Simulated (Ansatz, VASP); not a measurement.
CdTe in VASP and in Ansatz

```xyz
2
Lattice="0.0000 3.0448 3.1249 3.0448 0.0000 3.1249 3.0448 3.0448 0.0000" Properties=species:S:1:pos:R:3 pbc="T T T"
Cd    0.0000    0.0000    0.0000
Te    4.5671    4.5671    4.6873
```

Change from the starting cell: strain -0.050 along x and y, -0.025 along z, atoms carried along.

Alike in both runs: task single point; functional r2SCAN; k mesh 8 × 8 × 8; occupations gaussian, width 0.05 eV; no spin polarisation.

|  | VASP | Ansatz |
| --- | --- | --- |
| version | VASP 6.6.1 | Ansatz 0.2.0 |
| potentials or method | VASP PAW PBE potentials, release 64 (Cd, Te) | scalar-relativistic, plane waves, PAW |
| plane-wave cutoff (eV) | 520 | 500 |
| valence electrons in the cell | 18 | 36 |

|  | VASP | Ansatz | Ansatz less VASP |
| --- | --- | --- | --- |
| gap on the k mesh at the Fermi level (eV) | 1.78 | 1.77 | -0.006 |
| least direct gap on the mesh (eV) | 1.78 | 1.77 | -0.006 |
| pressure (GPa) | 12.7 | 12.5 | -0.25 |
| largest component of the traceless stress (GPa) | 0.12 | 0.12 | -0.003 |

With one functional, cell and mesh, what is left measures potentials, basis and numerics. The two sets of potentials don't hold the same shells in valence.

Caveats: the PAW data sets were made with another functional, which shifts forces and pressure a little (VASP); spin-orbit coupling is left out, which moves the levels of the heavy elements.
